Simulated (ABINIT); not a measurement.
# Beyond one shot: MgO (Fm-3m), part 4 of 4

Aim: iterate the self-energy on MgO (Fm-3m) and follow the gap from cycle to cycle.

ABINIT 10.8.3; PBE and many-body steps on it, plane waves. Known limits of the many-body steps: not at the basis limit; coarse k mesh.

So far. Step 20 (QSGW, cycle 6): Against the cycle before, the gap moves by −0.020 eV.

## (23) QSGW, cycle 7

This step: QSGW on PBE, plane waves, norm-conserving pseudopotentials.

File run.abi:

```
acell 3*1.0 Angstrom
rprim 
  -0.000000000000 2.097001392700 2.097001392700
  2.097001392700 0.000000000000 2.097001392700
  2.097001392700 2.097001392700 0.000000000000
ntypat 2
znucl 12 8
natom 2
typat 1 2
xred 
  0.000000000000 0.000000000000 0.000000000000
  0.500000000000 0.500000000000 0.500000000000
pp_dirpath "pseudos"
pseudos "Mg.upf, O.upf"
ecut 38
ngkpt 4 4 4
nshiftk 1
shiftk 0 0 0
kptopt 1
chksymbreak 0
istwfk *1
occopt 1
irdwfk 1
optdriver 4
nband 21
gwcalctyp 28
ecutsigx 38
symsigma 0
nkptgw 8
kptgw 
  0.0000000000 0.0000000000 0.0000000000
  0.2500000000 0.0000000000 0.0000000000
  0.5000000000 0.0000000000 0.0000000000
  0.2500000000 0.2500000000 0.0000000000
  0.5000000000 0.2500000000 0.0000000000
  -0.2500000000 0.2500000000 0.0000000000
  0.5000000000 0.5000000000 0.0000000000
  -0.2500000000 0.5000000000 0.2500000000
bdgw 
  1 18
  1 18
  1 18
  1 18
  1 18
  1 18
  1 18
  1 18
ecuteps 4
irdscr 1
ppmodel 1
irdqps 1
rhoqpmix 0.3
indata_prefix "in"
outdata_prefix "out"
tmpdata_prefix "tmp"
```

The run is started by

```bash
OMP_NUM_THREADS=1 mpirun -n 4 abinit run.abi > log
```

Numbers of over 12 decimals in the logs are rounded to 6 here.

What it wrote:

```text
.Version 10.8.3 of ABINIT. v10.8.2 released Aug 2026.

 Symmetries : space group Fm -3 m (#225); Bravais cF (face-center cubic)
[... echo of the input left out ...]
== DATASET  1 ==================================================================
-   mpi_nproc: 4, omp_nthreads: 1 (-1 if OMP is not activated)

--- !DatasetInfo
iteration_state: {dtset: 1, }
dimensions: {natom: 2, nkpt: 8, mband: 21, nsppol: 1, nspinor: 1, nspden: 1, mpw: 1411, }
cutoff_energies: {ecut:  38.0, pawecutdg:  -1.0, }
[...]
.  kptgw no:  3; Maximum DeltaE = (  -1.316  -1.715) for band index:  1
[...]
.  kptgw no:  7; Maximum DeltaE = (  -2.405   1.986) for band index:  1
.  kptgw no:  8; Maximum DeltaE = (  -1.333   0.772) for band index:  1

== END DATASET(S) ==============================================================
================================================================================

 -outvars: echo values of variables after computation  --------
           etotal      0.0000000000E+00
            nband          21
             nkpt           8
          spgroup         225
 [... the other variables as echoed above ...]

 Calculation completed.
```

Elapsed: 56 s, on 4 MPI ranks of AMD EPYC 7571, shared host; peak memory 0.69 GiB; 3.7 min of CPU time.

Numbers from this step:

- quasiparticle gap on the mesh: 8.587 eV
- gap of the density functional on the mesh: 4.895 eV
- k of the valence top: 0, 0, 0
- k of the conduction bottom: 0, 0, 0
- least direct quasiparticle gap on the computed points: 8.587 eV

Against the cycle before, the gap moves by −0.038 eV.

## (24) Screening, 4×4×4 mesh, 21 bands, screening to 108.8 eV

This step: RPA screening on PBE, plane waves, norm-conserving pseudopotentials.

File run.abi:

```
acell 3*1.0 Angstrom
rprim 
  -0.000000000000 2.097001392700 2.097001392700
  2.097001392700 0.000000000000 2.097001392700
  2.097001392700 2.097001392700 0.000000000000
ntypat 2
znucl 12 8
natom 2
typat 1 2
xred 
  0.000000000000 0.000000000000 0.000000000000
  0.500000000000 0.500000000000 0.500000000000
pp_dirpath "pseudos"
pseudos "Mg.upf, O.upf"
ecut 38
ngkpt 4 4 4
nshiftk 1
shiftk 0 0 0
kptopt 1
chksymbreak 0
istwfk *1
occopt 1
irdwfk 1
optdriver 3
nband 21
ecuteps 4
inclvkb 2
awtr 1
symchi 1
gwcalctyp 28
mbpt_sciss 4.325 eV
nqptdm 1
qptdm 
  0 0 0
indata_prefix "in"
outdata_prefix "out"
tmpdata_prefix "tmp"
```

What it wrote:

```text
.Version 10.8.3 of ABINIT. v10.8.2 released Aug 2026.

 Symmetries : space group Fm -3 m (#225); Bravais cF (face-center cubic)
[... echo of the input left out ...]
== DATASET  1 ==================================================================
-   mpi_nproc: 4, omp_nthreads: 1 (-1 if OMP is not activated)

--- !DatasetInfo
iteration_state: {dtset: 1, }
dimensions: {natom: 2, nkpt: 8, mband: 21, nsppol: 1, nspinor: 1, nspden: 1, mpw: 1411, }
cutoff_energies: {ecut:  38.0, pawecutdg:  -1.0, }
[...]
[... chi0 elements left out ...]
 For q-point:  0.000010 0.000020 0.000030
  dielectric constant =   2.5567
  dielectric constant without local fields =   2.6729

  Average fulfillment of the sum rule on Im[epsilon] for q-point    1 :     21.97  [%]
[... wings left out ...]
== END DATASET(S) ==============================================================
================================================================================

 -outvars: echo values of variables after computation  --------
           etotal      0.0000000000E+00
            nband          21
             nkpt           8
          spgroup         225
 [... the other variables as echoed above ...]

 Calculation completed.
```

Wall time 4.5 s (4 MPI ranks); peak memory 0.21 GiB; 17 s of CPU time.

Numbers from this step:

```yaml
eps_infinity_with_local_fields_on_this_mesh_along_the_program_s_q_direction: 2.557
the_same_without_local_fields: 2.673
plasma_frequency: 34.59 eV
plane_waves_in_the_screening_matrix: 59
```

This screening uses the functional's bands under a rigid shift, the mean opening of the cycle before.

## (25) Screening, 4×4×4 mesh, 21 bands, screening to 108.8 eV

This step: RPA screening on PBE from quasiparticle energies and orbitals, plane waves, norm-conserving pseudopotentials.

run.abi, as its differences from that of step 24:

```diff
@@ -29,7 +29,13 @@
 symchi 1
+irdqps 1
 gwcalctyp 28
-mbpt_sciss 4.325 eV
-nqptdm 1
+nqptdm 7
 qptdm 
-  0 0 0
+  0.2500000000 0.0000000000 0.0000000000
+  0.5000000000 0.0000000000 0.0000000000
+  0.2500000000 0.2500000000 0.0000000000
+  0.5000000000 0.2500000000 0.0000000000
+  -0.2500000000 0.2500000000 0.0000000000
+  0.5000000000 0.5000000000 0.0000000000
+  -0.2500000000 0.5000000000 0.2500000000
 indata_prefix "in"
```

File mrgscr.stdin:

```
2
merged
q0_SCR
out_SCR
1
```

The run is started by

```bash
OMP_NUM_THREADS=1 mpirun -n 4 abinit run.abi > log; mrgscr < mrgscr.stdin
```

What it wrote:

```text
.Version 10.8.3 of ABINIT. v10.8.2 released Aug 2026.

 Symmetries : space group Fm -3 m (#225); Bravais cF (face-center cubic)
[... echo of the input left out ...]
== DATASET  1 ==================================================================
-   mpi_nproc: 4, omp_nthreads: 1 (-1 if OMP is not activated)

--- !DatasetInfo
iteration_state: {dtset: 1, }
dimensions: {natom: 2, nkpt: 8, mband: 21, nsppol: 1, nspinor: 1, nspden: 1, mpw: 1411, }
cutoff_energies: {ecut:  38.0, pawecutdg:  -1.0, }
[...]
q-point number  1        q = ( 0.250000, 0.000000, 0.000000) [r.l.u.]
--------------------------------------------------------------------------------
[... chi0 elements left out ...]
  Average fulfillment of the sum rule on Im[epsilon] for q-point    2 :     50.74  [%]

--------------------------------------------------------------------------------
  q-point number  2        q = ( 0.500000, 0.000000, 0.000000) [r.l.u.]
--------------------------------------------------------------------------------
[... chi0 elements left out ...]
  Average fulfillment of the sum rule on Im[epsilon] for q-point    3 :     40.45  [%]

 [... 5 further q-points ...]
```

Run time: 7.8 s. Hardware: 4 MPI ranks; peak memory 0.37 GiB.

Numbers from this step:

```yaml
plasma_frequency: 34.59 eV
plane_waves_in_the_screening_matrix: 59
```

This screening reads the quasiparticle levels of the cycle before.

## (26) QSGW, cycle 8

This step: QSGW on PBE, plane waves, norm-conserving pseudopotentials.

run.abi, as its differences from that of step 25:

```diff
@@ -23,12 +23,10 @@
 irdwfk 1
-optdriver 3
+optdriver 4
 nband 21
-ecuteps 4
-inclvkb 2
-awtr 1
-symchi 1
-irdqps 1
 gwcalctyp 28
-nqptdm 7
-qptdm 
+ecutsigx 38
+symsigma 0
+nkptgw 8
+kptgw 
+  0.0000000000 0.0000000000 0.0000000000
   0.2500000000 0.0000000000 0.0000000000
@@ -40,2 +38,16 @@
   -0.2500000000 0.5000000000 0.2500000000
+bdgw 
+  1 18
+  1 18
+  1 18
+  1 18
+  1 18
+  1 18
+  1 18
+  1 18
+ecuteps 4
+irdscr 1
+ppmodel 1
+irdqps 1
+rhoqpmix 0.3
 indata_prefix "in"
```

The run is started by

```bash
OMP_NUM_THREADS=1 mpirun -n 4 abinit run.abi > log
```

What it wrote:

```text
.Version 10.8.3 of ABINIT. v10.8.2 released Aug 2026.

 Symmetries : space group Fm -3 m (#225); Bravais cF (face-center cubic)
[... echo of the input left out ...]
== DATASET  1 ==================================================================
-   mpi_nproc: 4, omp_nthreads: 1 (-1 if OMP is not activated)

--- !DatasetInfo
iteration_state: {dtset: 1, }
dimensions: {natom: 2, nkpt: 8, mband: 21, nsppol: 1, nspinor: 1, nspden: 1, mpw: 1411, }
cutoff_energies: {ecut:  38.0, pawecutdg:  -1.0, }
[...]
.  kptgw no:  3; Maximum DeltaE = (   1.852   1.078) for band index:  1
[...]
.  kptgw no:  7; Maximum DeltaE = (   3.052   0.614) for band index:  1
.  kptgw no:  8; Maximum DeltaE = (  -1.745  -1.540) for band index:  1

== END DATASET(S) ==============================================================
================================================================================

 -outvars: echo values of variables after computation  --------
           etotal      0.0000000000E+00
            nband          21
             nkpt           8
          spgroup         225
 [... the other variables as echoed above ...]

 Calculation completed.
```

Elapsed: 55 s, on 4 MPI ranks; peak memory 0.69 GiB.

Numbers from this step:

```yaml
quasiparticle_gap_on_the_mesh: 8.567 eV
gap_of_the_density_functional_on_the_mesh: 4.895 eV
k_of_the_valence_top: 0, 0, 0
k_of_the_conduction_bottom: 0, 0, 0
least_direct_quasiparticle_gap_on_the_computed_points: 8.567 eV
```

Against the cycle before, the gap moves by −0.020 eV.

## (27) Screening, 4×4×4 mesh, 21 bands, screening to 108.8 eV

This step: RPA screening on PBE, plane waves, norm-conserving pseudopotentials.

File run.abi:

```
acell 3*1.0 Angstrom
rprim 
  -0.000000000000 2.097001392700 2.097001392700
  2.097001392700 0.000000000000 2.097001392700
  2.097001392700 2.097001392700 0.000000000000
ntypat 2
znucl 12 8
natom 2
typat 1 2
xred 
  0.000000000000 0.000000000000 0.000000000000
  0.500000000000 0.500000000000 0.500000000000
pp_dirpath "pseudos"
pseudos "Mg.upf, O.upf"
ecut 38
ngkpt 4 4 4
nshiftk 1
shiftk 0 0 0
kptopt 1
chksymbreak 0
istwfk *1
occopt 1
irdwfk 1
optdriver 3
nband 21
ecuteps 4
inclvkb 2
awtr 1
symchi 1
gwcalctyp 28
mbpt_sciss 4.306 eV
nqptdm 1
qptdm 
  0 0 0
indata_prefix "in"
outdata_prefix "out"
tmpdata_prefix "tmp"
```

What it wrote:

```text
.Version 10.8.3 of ABINIT. v10.8.2 released Aug 2026.

 Symmetries : space group Fm -3 m (#225); Bravais cF (face-center cubic)
[... echo of the input left out ...]
== DATASET  1 ==================================================================
-   mpi_nproc: 4, omp_nthreads: 1 (-1 if OMP is not activated)

--- !DatasetInfo
iteration_state: {dtset: 1, }
dimensions: {natom: 2, nkpt: 8, mband: 21, nsppol: 1, nspinor: 1, nspden: 1, mpw: 1411, }
cutoff_energies: {ecut:  38.0, pawecutdg:  -1.0, }
[...]
[... chi0 elements left out ...]
 For q-point:  0.000010 0.000020 0.000030
  dielectric constant =   2.5585
  dielectric constant without local fields =   2.6749

  Average fulfillment of the sum rule on Im[epsilon] for q-point    1 :     21.95  [%]
[... wings left out ...]
== END DATASET(S) ==============================================================
================================================================================

 -outvars: echo values of variables after computation  --------
           etotal      0.0000000000E+00
            nband          21
             nkpt           8
          spgroup         225
 [... the other variables as echoed above ...]

 Calculation completed.
```

Run time: 4.8 s. Hardware: 4 MPI ranks; peak memory 0.21 GiB.

Numbers from this step:

| Quantity | Value |
| --- | --- |
| ε∞ with local fields, on this mesh, along the program's q direction | 2.558 |
| the same without local fields | 2.675 |
| plasma frequency | 34.59 eV |
| plane waves in the screening matrix | 59 |

This screening uses the functional's bands under a rigid shift, the mean opening of the cycle before.

## (28) Screening, 4×4×4 mesh, 21 bands, screening to 108.8 eV

This step: RPA screening on PBE from quasiparticle energies and orbitals, plane waves, norm-conserving pseudopotentials.

run.abi, as its differences from that of step 27:

```diff
@@ -29,7 +29,13 @@
 symchi 1
+irdqps 1
 gwcalctyp 28
-mbpt_sciss 4.306 eV
-nqptdm 1
+nqptdm 7
 qptdm 
-  0 0 0
+  0.2500000000 0.0000000000 0.0000000000
+  0.5000000000 0.0000000000 0.0000000000
+  0.2500000000 0.2500000000 0.0000000000
+  0.5000000000 0.2500000000 0.0000000000
+  -0.2500000000 0.2500000000 0.0000000000
+  0.5000000000 0.5000000000 0.0000000000
+  -0.2500000000 0.5000000000 0.2500000000
 indata_prefix "in"
```

mrgscr.stdin is that of step 25.

The run is started by

```bash
OMP_NUM_THREADS=1 mpirun -n 4 abinit run.abi > log; mrgscr < mrgscr.stdin
```

What it wrote:

```text
.Version 10.8.3 of ABINIT. v10.8.2 released Aug 2026.

 Symmetries : space group Fm -3 m (#225); Bravais cF (face-center cubic)
[... echo of the input left out ...]
== DATASET  1 ==================================================================
-   mpi_nproc: 4, omp_nthreads: 1 (-1 if OMP is not activated)

--- !DatasetInfo
iteration_state: {dtset: 1, }
dimensions: {natom: 2, nkpt: 8, mband: 21, nsppol: 1, nspinor: 1, nspden: 1, mpw: 1411, }
cutoff_energies: {ecut:  38.0, pawecutdg:  -1.0, }
[...]
q-point number  1        q = ( 0.250000, 0.000000, 0.000000) [r.l.u.]
--------------------------------------------------------------------------------
[... chi0 elements left out ...]
  Average fulfillment of the sum rule on Im[epsilon] for q-point    2 :     50.75  [%]

--------------------------------------------------------------------------------
  q-point number  2        q = ( 0.500000, 0.000000, 0.000000) [r.l.u.]
--------------------------------------------------------------------------------
[... chi0 elements left out ...]
  Average fulfillment of the sum rule on Im[epsilon] for q-point    3 :     40.45  [%]

 [... 5 further q-points ...]
```

The job ended after 8 s (4 MPI ranks; peak memory 0.37 GiB; 31 s of CPU time).

This step gave:

- plasma frequency: 34.59 eV
- plane waves in the screening matrix: 59

This screening reads the quasiparticle levels of the cycle before.

## (29) QSGW, cycle 9

This step: QSGW on PBE, plane waves, norm-conserving pseudopotentials.

run.abi, as its differences from that of step 28:

```diff
@@ -23,12 +23,10 @@
 irdwfk 1
-optdriver 3
+optdriver 4
 nband 21
-ecuteps 4
-inclvkb 2
-awtr 1
-symchi 1
-irdqps 1
 gwcalctyp 28
-nqptdm 7
-qptdm 
+ecutsigx 38
+symsigma 0
+nkptgw 8
+kptgw 
+  0.0000000000 0.0000000000 0.0000000000
   0.2500000000 0.0000000000 0.0000000000
@@ -40,2 +38,16 @@
   -0.2500000000 0.5000000000 0.2500000000
+bdgw 
+  1 18
+  1 18
+  1 18
+  1 18
+  1 18
+  1 18
+  1 18
+  1 18
+ecuteps 4
+irdscr 1
+ppmodel 1
+irdqps 1
+rhoqpmix 0.3
 indata_prefix "in"
```

The run is started by

```bash
OMP_NUM_THREADS=1 mpirun -n 4 abinit run.abi > log
```

What it wrote:

```text
.Version 10.8.3 of ABINIT. v10.8.2 released Aug 2026.

 Symmetries : space group Fm -3 m (#225); Bravais cF (face-center cubic)
[... echo of the input left out ...]
== DATASET  1 ==================================================================
-   mpi_nproc: 4, omp_nthreads: 1 (-1 if OMP is not activated)

--- !DatasetInfo
iteration_state: {dtset: 1, }
dimensions: {natom: 2, nkpt: 8, mband: 21, nsppol: 1, nspinor: 1, nspden: 1, mpw: 1411, }
cutoff_energies: {ecut:  38.0, pawecutdg:  -1.0, }
[...]
.  kptgw no:  3; Maximum DeltaE = (  -3.007   1.634) for band index:  1
[...]
.  kptgw no:  7; Maximum DeltaE = (  -5.156   1.690) for band index:  1
.  kptgw no:  8; Maximum DeltaE = (   1.753  -1.244) for band index:  1

== END DATASET(S) ==============================================================
================================================================================

 -outvars: echo values of variables after computation  --------
           etotal      0.0000000000E+00
            nband          21
             nkpt           8
          spgroup         225
 [... the other variables as echoed above ...]

 Calculation completed.
```

The job ended after 52 s (4 MPI ranks; peak memory 0.69 GiB; 3.4 min of CPU time).

This step gave:

```yaml
quasiparticle_gap_on_the_mesh: 8.562 eV
gap_of_the_density_functional_on_the_mesh: 4.895 eV
k_of_the_valence_top: 0, 0, 0
k_of_the_conduction_bottom: 0, 0, 0
least_direct_quasiparticle_gap_on_the_computed_points: 8.562 eV
```

Against the cycle before, the gap moves by −0.005 eV.

## (30) Side by side

Times are wall times on 4 MPI ranks of AMD EPYC 7571, shared host, good to a factor of about two. A run's time includes the screening step that it read.

```csv
run,mesh,bands,screening cutoff (eV),DFT gap (eV),gap on the mesh (eV),direct (eV),ε∞ used,time
G0W0,4×4×4,21,108.8,4.895,7.085,7.085,3.14,12 s
"QSGW, cycle 1",4×4×4,21,108.8,4.895,7.502,7.502,3.14,49 s
"QSGW, cycle 2",4×4×4,21,108.8,4.895,8.028,8.028,2.67,57 s
"QSGW, cycle 3",4×4×4,21,108.8,4.895,8.384,8.384,2.61,60 s
"QSGW, cycle 4",4×4×4,21,108.8,4.895,8.586,8.586,2.58,59 s
"QSGW, cycle 5",4×4×4,21,108.8,4.895,8.645,8.645,2.56,53 s
"QSGW, cycle 6",4×4×4,21,108.8,4.895,8.625,8.625,2.55,60 s
"QSGW, cycle 7",4×4×4,21,108.8,4.895,8.587,8.587,2.55,69 s
"QSGW, cycle 8",4×4×4,21,108.8,4.895,8.567,8.567,2.56,67 s
"QSGW, cycle 9",4×4×4,21,108.8,4.895,8.562,8.562,2.56,65 s
```

## (31) Summary of results

```json
{
 "G0W0": "7.085 eV",
 "QSGW, cycle 1": "7.502 eV",
 "QSGW, cycle 2": "8.028 eV",
 "QSGW, cycle 3": "8.384 eV",
 "QSGW, cycle 4": "8.586 eV",
 "QSGW, cycle 5": "8.645 eV",
 "QSGW, cycle 6": "8.625 eV",
 "QSGW, cycle 7": "8.587 eV",
 "QSGW, cycle 8": "8.567 eV",
 "QSGW, cycle 9": "8.562 eV",
 "known limits": "not at the basis limit; coarse k mesh"
}
```

**Reading.** Only the bands that the input lists are updated; the others, empty or deep, keep the functional's energies or take a rigid shift. QSGW ends at 8.56 eV, +1.48 eV from G0W0, after 9 cycles that took 8.9 min beside the first screening; the last moved the gap by 0.005 eV. Against experiment, by QSGW, cycle 9: the gap of 8.56 eV lies +0.73 eV from the measured 7.83 eV (kind not stated, quoted 2009). These are gaps on the mesh, at modest bands and cutoff. The calculation has static nuclei and no excitons; a measured gap holds zero-point and thermal motion, which mostly lowers it. Bands and cutoff are finite, so the gap is not at the basis limit. The miss can reach some tenths of an eV and take either sign; the mesh is an error of its own. The 4×4×4 mesh is coarse for this cell, which bears on the long-range parts of exchange and screening. In the updated screening the q = 0 part is built from Kohn-Sham bands under a rigid shift, the other q from the quasiparticle levels.

[Paths, hosts, dates, memory and timing lines, banners, echoed tables and standing remarks are left out of the program output.]

[Logs are printed without paths, hosts, clocks, repeated set-up lines and the standing remarks that a program may print on its own settings, such as how far it seeks lower states.]

[Runs of the session that timed out or met a known fault of the program may be left out.]

[Hosts, paths, dates, database ids (printed as entryN), source tags and the programs' standing remarks are cut or masked in the printed files.]

[G0W0 gaps are taken among the corrected bands and points alone; a level outside them can change the order at an edge.]

[Where Ansatz stands beside ABINIT at settings called matched, ABINIT's density can come from a denser mesh and the files from another edition; pairs whose starting gaps differed by over 0.03 eV were left out, so agreement reads better than it is.]
